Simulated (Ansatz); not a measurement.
input.yaml (Ansatz)

```yaml
crystal:
  lattice:
    - [14.0, 0.0, 0.0]
    - [0.0, 14.4, 0.0]
    - [0.0, 0.0, 14.8]
  atoms:
    - { symbol: Hg, position: [0.5, 0.5, 0.5], spin: 0.01 }
  symmetry: { detect: false, time_reversal: true }
hamiltonian:
  xc: rpbe
  pseudopotentials:
    kind: paw
    azcp:
      Hg: "pseudopotentials/Hg.paw.azcp"
basis:
  ecutwfc: 420
  fft_grid_basis: typed
kpoints:
  mp_grid: { grid: [1, 1, 1], shift: [0, 0, 0] }
magnetization:
  spin_polarized: true
scf:
  occupations: { method: fermi_dirac, width: 0.01 }
```

and its output:

```
Engine: ansatz 0.2.0, aarch64-unknown-linux-gnu
Pseudopotentials: kind: paw
Pseudopotential: Hg, paw, valence charge 20, recommended cutoff 420 eV (normal) 
Functional definition: RPBE
  parameter kappa = 0.804
  parameter beta = 0.06672455060314922
  exchange = rpbe_x(kappa = kappa, mu = beta*pi^2/3)
  correlation = pbe_c(beta = beta)
Crystal: 1 atoms, lattice volume = 2983.680 Å³
Basis set: ecut = 420 eV, 58327 PW (Γ)
Bands: 15, of which v1, the nominal top of the filled ones, is band 10 counted from 1 (9 counted from 0)
Symmetry: 1 space group operations
k-points: 1
Non-local potential: Hg, projectors of the file, l = 0: 3, l = 1: 2, l = 2: 2, l = 3: 1
PAW form: soft (Blöchl's): semilocal exchange-correlation on the pseudo side does not see the compensation charge
PAW frozen core: Hg, regenerated for the run's functional, and the local potential with it (the file was generated under x = pbe(κ = 0.804, μ = 0.2195149727645171), c = pbe(β = 0.06672455060314922))
PAW one-centre angular grid: Hg, 590 points (default); XC on 64 Gauss nodes
Initial density: superposition of atomic densities (neutral atoms: chi_scale 0, normalization atom)
Starting moments: Σ|m| = 0.01 μB on 1 of 1 site
Initial wavefunctions: pseudopotential atomic-orbital guess
Functional: x = rpbe, c = pbe(β = 0.06672455060314922)
iter 1 solved again at ethr=3.89e-6 eV; its pass at ethr=3.10e-3 eV (dr2=7.77e-4 eV) is discarded
SCF iter   1: F=—  HF=-13828.290300 eV  |F-HF|=—  |Δ(HF+E_count)|=         —  Δρ=1.25e-4 (↑5.37e-5 ↓1.25e-4)  dr2=8.49e-4  dr2_m=5.88e-5  M=0.000 μB ∫|m|=0.001 μB  β_m=0.30  ethr=3.89e-6  ⟨swp⟩=3.0  Hψ=294  notcnv=0
spin=Collinear: Resta preconditioning applied to the charge; magnetization (m = ρ↑ − ρ↓) channel mixes plain (no charge-response kernel on spin).
SCF iter   2: F=—  HF=-13828.290067 eV  |F-HF|=—  |Δ(HF+E_count)|=   2.33e-4  Δρ=5.87e-5 (↑3.40e-5 ↓5.87e-5)  dr2=1.11e-4  dr2_m=2.97e-5  M=0.000 μB ∫|m|=0.000 μB  β_m=0.30  ethr=3.89e-6  ⟨swp⟩=2.0  Hψ=48  notcnv=0
SCF iter   3: F=—  HF=-13828.290056 eV  |F-HF|=—  |Δ(HF+E_count)|=   1.04e-5  Δρ=3.07e-5 (↑3.07e-5 ↓2.71e-5)  dr2=1.67e-5  dr2_m=1.50e-5  M=0.000 μB ∫|m|=0.000 μB  β_m=0.30  ethr=5.57e-7  ⟨swp⟩=3.0  Hψ=54  notcnv=0
SCF iter   4: F=—  HF=-13828.290046 eV  |F-HF|=—  |Δ(HF+E_count)|=   1.04e-5  Δρ=1.73e-5 (↑1.73e-5 ↓1.63e-5)  dr2=1.34e-7  dr2_m=7.62e-6  M=0.000 μB ∫|m|=0.000 μB  β_m=0.30  ethr=8.33e-8  ⟨swp⟩=5.0  Hψ=56  notcnv=0
SCF iter   5: F=—  HF=-13828.290047 eV  |F-HF|=—  |Δ(HF+E_count)|=   1.01e-6  Δρ=1.21e-5 (↑1.21e-5 ↓1.18e-5)  dr2=6.12e-8  dr2_m=3.86e-6  M=0.000 μB ∫|m|=0.000 μB  β_m=0.30  ethr=5.00e-10  ⟨swp⟩=3.0  Hψ=60  notcnv=0
SCF iter   6: F=—  HF=-13828.290047 eV  |F-HF|=—  |Δ(HF+E_count)|=   5.52e-7  Δρ=8.48e-6 (↑8.45e-6 ↓8.48e-6)  dr2=1.16e-9  dr2_m=1.96e-6  M=0.000 μB ∫|m|=0.000 μB  β_m=0.30  ethr=3.06e-10  ⟨swp⟩=2.0  Hψ=58  notcnv=0
Mixer restart at iter 6: flushing history
spin-set hold released at iteration 6 (site moments contracting): the magnetisation degrees of freedom join the quasi-Newton model from the next iteration; the mixer history was flushed
SCF iter   7: F=—  HF=-13828.290048 eV  |F-HF|=—  |Δ(HF+E_count)|=   2.18e-7  Δρ=6.06e-6 (↑6.04e-6 ↓6.06e-6)  dr2=4.25e-10  dr2_m=1.00e-6  M=0.000 μB ∫|m|=0.000 μB  β_m=0.65  ethr=5.78e-12  ⟨swp⟩=3.0  Hψ=70  notcnv=0
SCF iter   8: F=—  HF=-13828.290048 eV  |F-HF|=—  |Δ(HF+E_count)|=   2.23e-7  Δρ=4.70e-8 (↑4.70e-8 ↓4.23e-8)  dr2=3.89e-12  dr2_m=5.39e-11  M=0.000 μB ∫|m|=0.000 μB  β_m=0.75  ethr=2.12e-12  ⟨swp⟩=3.0  Hψ=77  notcnv=0
SCF iter   9: F=-13828.290048 eV  HF=-13828.290048 eV  |F-HF|=1.82e-11  |Δ(HF+E_count)|=  1.40e-10  Δρ=1.66e-8 (↑1.66e-8 ↓1.54e-8)  dr2=2.01e-12  dr2_m=6.79e-12  M=0.000 μB ∫|m|=0.000 μB  ethr=1.00e-12  ⟨swp⟩=2.0  Hψ=54  notcnv=0
SCF 1 converged in 9 iterations: F = -13828.290048 eV  dr2 = 2.01e-12
iteration 9: the least curvature of the free energy that was read at this close is 0.809 (0.809 in the run's own bands): not negative
WARN: the starting moments were not kept: the SCF closed with an absolute magnetisation of 1.4e-6 μB, where they sum to 0.01 μB in size (1 site). That is at most 0.1 of that sum. Measured as dr2_m measures the in/out step, that magnetisation stands 6.4e-13 eV from none, at or under the dr2_threshold of 1.0e-7 eV: it is no larger than a step whose dr2_m would equal this threshold. The system may hold no moment; this SCF shows only that its start led to no more than that. To try another start: raise the starting moments (crystal.atoms[].spin, magnetization.per_species, magnetization.initial_magnetization, or on a non-collinear deck that types none of these the spinor_matrix: blocks that start its atoms; where the total moment is fixed, keep their sum and leave initial_magnetization as it is; typed ones take the place of any that the run laid by itself, positive ones on a crystal's lanthanoids without a Hubbard term where scf.initial_density.shell_occupations: [] is typed) or, if the notice of its spin-set hold's release reads "site moments contracting" or "site moments show no strong build", lengthen the hold (scf.mixing.spin_hold: { on: { confirm: 4 } }; for m-r²SCAN on two components see the key's manual first). Each may lead to a state that holds a moment. A second SCF, from the converged charge density, with the starting moments and any scf.initial_density.shell_occupations laid on it anew, would have followed, and was not run: the deck does not ask for one (magnetization.retry_lost_moments is false, the default). To let it run, set magnetization.retry_lost_moments: true and run the deck again, where that key's refused combinations let it; where memory then withholds it, that run's warning says so.
SCF converged after 9 iterations
Magnetization: 0.0000 μB (10.0000 up, 10.0000 down)
Absolute magnetization: 0.0000 μB (∫|ρ↑−ρ↓|, with the PAW one-centre terms)
Spin contamination: 0.0000 ħ² per cell (⟨S²⟩ above its minimum at these occupations)
Per-site moments (μB) at R_I (Å): [(6.4524808876050185e-12, 5.775)]
Free energy (F): -13828.290048 eV
Harris-Foulkes:  -13828.290048 eV  (|F-HF|=1.82e-11)
Internal energy: -13828.290048 eV  (E = F + TS)
E sigma→0 (E₀):  -13828.290048 eV
Fermi energy:    -3.727225 eV
--- Per-component energies (eV) ---
  E_band       = -742.490309
  E_kinetic    = 605.758879
  E_local      = -6801.838245  (includes V_loc(G=0)·N_el)
  E_nonlocal   = 72.333719
  E_hartree    = 3044.179588
  E_xc         = -220.456304
  E_vxc        = -261.122837  (∫ρ·V_xc dr)
  E_paw        = -9961.064921  (= ΣΔE_a)
  E_vpaw       = -445.981954  (= ΣTr[D̂ρ^β])
  E_aug_tail   = 0.000948  (compensation charges beyond the density's cutoff)
  E_ewald      = -567.146318
  E_core_change = -0.057394  (= ΣΔE_core)
  E_smearing   = -0.000000  (= −TS)
  E_closure    = 0.000000  (closes the sum)
  Σ components = -13828.290048   (vs F -13828.290048, Δ=0.00e0)
--- Band table (eV) ---
  k-point 0 ↑: bands = ["-117.7225", "-66.2127", "-66.2127", "-66.2127", "-9.6665", "-9.6665", "-9.6665", "-9.6665", "-9.6665", "-6.5523", "-0.8923", "-0.8912", "-0.8899", "-0.0297", "0.6903"]
  k-point 0 ↓: bands = ["-117.7225", "-66.2127", "-66.2127", "-66.2127", "-9.6665", "-9.6665", "-9.6665", "-9.6665", "-9.6665", "-6.5523", "-0.8923", "-0.8912", "-0.8899", "-0.0297", "0.6903"]
```
